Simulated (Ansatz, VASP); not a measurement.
CdS: VASP beside Ansatz

```
Cd S
1.0
     0.00000    3.02878    3.02878
     3.02878    0.00000    3.02878
     3.02878    3.02878    0.00000
Cd S
1 1
Direct
  0.00000 0.00000 0.00000
  0.25000 0.25000 0.25000
```

Alike in both runs: task single point; functional PBE; k mesh 8 × 8 × 8; occupations gaussian, width 0.05 eV; no spin polarisation.

```csv
,VASP,Ansatz
version,VASP 6.6.1,Ansatz 0.2.0
potentials or method,"VASP PAW PBE potentials, release 64 (Cd, S)","scalar-relativistic, plane waves, PAW"
plane-wave cutoff (eV),520,420
valence electrons in the cell,18,26
```

Ansatz gave:

```
gap on the k mesh at the Fermi level (eV) : 0.89
pressure (GPa)                            : -3.0
```

Question: Which values does VASP return?

Answer: gap on the k mesh at the Fermi level (eV): 0.89; pressure (GPa): -2.8.

The two sets of potentials don't hold the same shells in valence.

As with any semilocal functional, this PBE gap is likely too small.
